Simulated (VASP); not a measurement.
# MgSe (Fm-3m) in VASP: single point with PBE

Aim: the single point of MgSe with PBE.

Program: VASP 6.6.1. These are calculated values, not measurements. Logs are shortened: lines on timing, memory, paths and dates and some standing lists are left out, and cuts for length are marked.

## (1) Starting point

It takes space group Fm-3m (No. 225, cubic). The conventional cell has a = 5.451 Å, b = 5.451 Å, c = 5.451 Å, α = 90.00°, β = 90.00°, γ = 90.00°. Mg (site symmetry m-3m) is surrounded by 6 Se at 2.73 Å. Se (site symmetry m-3m) has 6 Mg at 2.73 Å as nearest neighbours.

## (2) Single point, PBE

INCAR reads:

```
SYSTEM = MgSe
ALGO     = Normal         ! electronic algorithm
EDIFF    = 1E-5           ! SCF threshold, eV
ENCUT    = 520            ! plane-wave cutoff, eV
GGA      = PE             ! functional
ISIF     = 2              ! what is computed and relaxed
ISMEAR   = 0              ! smearing method
LASPH    = .TRUE.         ! aspherical terms in the spheres
LCHARG   = .FALSE.        ! write CHGCAR
LREAL    = .FALSE.        ! projectors in reciprocal space
LWAVE    = .FALSE.        ! write WAVECAR
NELM     = 80             ! most SCF steps
PREC     = Accurate       ! precision mode
SIGMA    = 0.05           ! smearing width, eV
```

KPOINTS reads:

```
k-points
0
G
  7 7 7
  0 0 0
```

POSCAR reads:

```
MgSe
1.0
    0.0000000000      2.7255001100      2.7255001100
    2.7255001100      0.0000000000      2.7255001100
    2.7255001100      2.7255001100      0.0000000000
Mg Se
1 1
Direct
    0.0000000000      0.0000000000      0.0000000000
    0.5000000000      0.5000000000      0.5000000000
```

Potentials or basis: VASP PAW PBE potentials, release 64 (Mg, Se).

The run is started by

```sh
$ cat potpaw_PBE.64/Mg/POTCAR potpaw_PBE.64/Se/POTCAR > POTCAR
$ mpirun -np 1 vasp_std > vasp.out
```

OUTCAR:

```text
SYSTEM = MgSe
   EDIFF = 1E-5
   ENCUT = 520
   GGA = PE
   ISIF = 2
   ISMEAR = 0
   LASPH = .TRUE.
   LREAL = .FALSE.
   NELM = 80
   PREC = Accurate

 ion  position               nearest neighbor table
   1  0.000  0.000  0.000-   2 2.73   2 2.73   2 2.73   2 2.73   2 2.73   2 2.73
   2  0.500  0.500  0.500-   1 2.73   1 2.73   1 2.73   1 2.73   1 2.73   1 2.73

  LATTYP: Found a face centered cubic cell.
 ALAT       =     5.4510002200

  Lattice vectors:

 A1 = (   0.0000000000,   2.7255001100,   2.7255001100)
 A2 = (   2.7255001100,   0.0000000000,   2.7255001100)
 A3 = (   2.7255001100,   2.7255001100,   0.0000000000)

Analysis of symmetry for initial positions (statically):
=====================================================================
 Subroutine PRICEL returns:
 Original cell was already a primitive cell.

 Routine SETGRP: Setting up the symmetry group for a
 face centered cubic supercell.

 Subroutine GETGRP returns: Found 48 space group operations
 (whereof 48 operations were pure point group operations)
 out of a pool of 48 trial point group operations.

The static configuration has the point symmetry O_h .

Analysis of symmetry for dynamics (positions and initial velocities):
=====================================================================
 Subroutine PRICEL returns:
 Original cell was already a primitive cell.

 Routine SETGRP: Setting up the symmetry group for a
 face centered cubic supercell.

 Subroutine GETGRP returns: Found 48 space group operations
 (whereof 48 operations were pure point group operations)
 out of a pool of 48 trial point group operations.

The dynamic configuration has the point symmetry O_h .

 Subroutine INISYM returns: Found 48 space group operations
 (whereof 48 operations are pure point group operations),
 and found     1 'primitive' translations

----------------------------------------------------------------------------------------

                                     Primitive cell

  volume of cell :      40.4919

  direct lattice vectors                    reciprocal lattice vectors
     0.000000000  2.725500110  2.725500110    -0.183452570  0.183452570  0.183452570
     2.725500110  0.000000000  2.725500110     0.183452570 -0.183452570  0.183452570
[... 63 lines left out ...]
   number of dos      NEDOS =    301   number of ions     NIONS =      2
   total plane-waves  NPLWV =  27000
   dimension x,y,z NGX =    30 NGY =   30 NGZ =   30
   dimension x,y,z NGXF=    60 NGYF=   60 NGZF=   60
   ions per type =               1   1
   NGX,Y,Z   is equivalent  to a cutoff of  12.94, 12.94, 12.94 a.u.
   NGXF,Y,Z  is equivalent  to a cutoff of  25.88, 25.88, 25.88 a.u.
 SYSTEM =  MgSe
   PREC   = accura    normal or accurate (medium, high low for compatibility)
   ISTART =      0    job   : 0-new  1-cont  2-samecut
   ICHARG =      2    charge: 1-file 2-atom 10-const
   ISPIN  =      1    spin polarized calculation?
   LNONCOLLINEAR =      F non collinear calculations
   LSORBIT =      F    spin-orbit coupling
   LASPH  =      T    aspherical Exc in radial PAW
   ENCUT  =  520.0 eV  38.22 Ry    6.18 a.u.   7.17  7.17  7.17*2*pi/ulx,y,z
   NELM   =     80;   NELMIN=  2; NELMDL= -5     # of ELM steps
   EDIFF  = 0.1E-04   stopping-criterion for ELM
   LREAL  =      F    real-space projection
   EDIFFG = 0.1E-03   stopping-criterion for IOM
   NSW    =      0    number of steps for IOM
   IBRION =     -1    ionic relax: 0-MD 1-quasi-New 2-CG
[... 14 lines left out ...]
     AMIX     =   0.40;   BMIX     =  1.00
     AMIX_MAG =   1.60;   BMIX_MAG =  1.00
  volume/ion in A,a.u.               =      20.25       136.63
  Fermi-wavevector in a.u.,A,eV,Ry     =   0.953488  1.801831 12.369595  0.909140
  Thomas-Fermi vector in A             =   2.082148
   LORBIT       =      0    0 simple, 1 ext, 2 COOP (PROOUT), +10 PAW based schemes
   GGA     = PE    functional components
[... 5 lines left out ...]
 non-spin polarized calculation
 Gauss-broadening in eV      SIGMA  =   0.05
  energy-cutoff  :      520.00
  volume of cell :       40.49
 maximum number of plane-waves:      1102
 NGX is ok and might be reduce to    30
   NGX = 15   NGY = 15   NGZ = 15

 number of electron       8.0000001 magnetization

 Free energy of the ion-electron system (eV)
  ---------------------------------------------------
  ext. energy  EPLUGINS =         0.00000000
  ---------------------------------------------------
  free energy    TOTEN  =        -7.48229628 eV

  energy without entropy =       -7.48229628  energy(sigma->0) =       -7.48229628

 E-fermi :   3.4812     XC(G=0):  -9.4893

 val. band max:        3.2299413618   @ k =   0.0000   0.0000   0.0000
 cond. band min:       5.2417288668   @ k =   0.4286   0.4286   0.0000
 fundamental gap:      2.0117875050
 Fermi energy:         3.4811707267

 k-point     1 :       0.0000    0.0000    0.0000
  band No.  band energies     occupation
      1      -9.7143      2.00000
      2       3.2299      2.00000
      3       3.2299      2.00000
      4       3.2299      2.00000
      5       5.8263      0.00000
      6      10.6403      0.00000
      7      10.6403      0.00000
      8      10.6403      0.00000
[... 199 lines left out ...]
 k-point    20 :      -0.2857    0.4286    0.1429
  band No.  band energies     occupation
      1      -8.2652      2.00000
      2      -0.2533      2.00000
      3      -0.2340      2.00000
      4       1.2406      2.00000
      5       7.3756      0.00000
      6       9.9640      0.00000
      7      10.9901      0.00000
      8      11.6424      0.00000

------------------------ aborting loop because EDIFF is reached ----------------------------------------

  FORCE on cell =-STRESS in cart. coord.  units (eV):
  Direction    XX          YY          ZZ          XY          YZ          ZX
  --------------------------------------------------------------------------------------
  -------------------------------------------------------------------------------------
  Total        0.4764967      0.4764967      0.4764967      0.0000000      0.0000000     -0.0000000
  in kB       18.8539301     18.8539301     18.8539301      0.0000000      0.0000000     -0.0000000
  external PRESSURE =      18.8539301 kB  Pullay stress =       0.0000000 kB

 VOLUME and BASIS-vectors are now :
 -----------------------------------------------------------------------------
  energy-cutoff  :      520.00
  volume of cell :       40.49
      direct lattice vectors                 reciprocal lattice vectors
     0.000000000  2.725500110  2.725500110    -0.183452570  0.183452570  0.183452570
     2.725500110  0.000000000  2.725500110     0.183452570 -0.183452570  0.183452570
     2.725500110  2.725500110  0.000000000     0.183452570  0.183452570 -0.183452570

 POSITION                                       TOTAL-FORCE (eV/Angst)
 -----------------------------------------------------------------------------------
      0.00000      0.00000      0.00000        -0.000000     -0.000000      0.000000
      2.72550      2.72550      2.72550         0.000000      0.000000     -0.000000
 -----------------------------------------------------------------------------------
    total drift:                               -0.000000     -0.000000      0.000000

  FREE ENERGIE OF THE ION-ELECTRON SYSTEM (eV)
  ---------------------------------------------------
  free  energy   TOTEN  =        -7.4822962849 eV

  energy  without entropy=       -7.4822962849  energy(sigma->0) =       -7.48229628
```

OSZICAR:

```text
N       E                     dE             d eps       ncg     rms          rms(c)
DAV:   1     0.221151189768E+02    0.22115E+02   -0.35420E+03   320   0.796E+02
DAV:   2    -0.695682534189E+01   -0.29072E+02   -0.27525E+02   432   0.101E+02
DAV:   3    -0.778009338289E+01   -0.82327E+00   -0.82327E+00   392   0.233E+01
DAV:   4    -0.778237399792E+01   -0.22806E-02   -0.22806E-02   496   0.146E+00
DAV:   5    -0.778237707206E+01   -0.30741E-05   -0.30741E-05   408   0.417E-02    0.298E+00
DAV:   6    -0.752557297224E+01    0.25680E+00   -0.53737E-01   352   0.346E+00    0.191E+00
DAV:   7    -0.748266837962E+01    0.42905E-01   -0.22953E-01   408   0.241E+00    0.937E-01
DAV:   8    -0.748230530598E+01    0.36307E-03   -0.88350E-03   384   0.692E-01    0.195E-01
DAV:   9    -0.748228020631E+01    0.25100E-04   -0.10725E-04   432   0.813E-02    0.119E-01
DAV:  10    -0.748230152102E+01   -0.21315E-04   -0.15115E-04   448   0.707E-02    0.277E-02
DAV:  11    -0.748229628488E+01    0.52361E-05   -0.20797E-05   224   0.229E-02
   1 F= -.74822963E+01 E0= -.74822963E+01  d E =-.267803E-14
```

Run time: 16 s. Hardware: 1 thread of AMD EPYC 7R43 (Zen 3), shared host; peak memory 0.13 GiB.

Results:

| Property | Result |
| --- | --- |
| Free energy | -7.4823 eV |
| Pressure | 1.9 GPa |
| Band gap on the k mesh | 2.01 eV, indirect (least direct gap 2.60 eV) |

Caveat: an odd mesh through Γ misses points on the zone boundary, where band edges often lie.
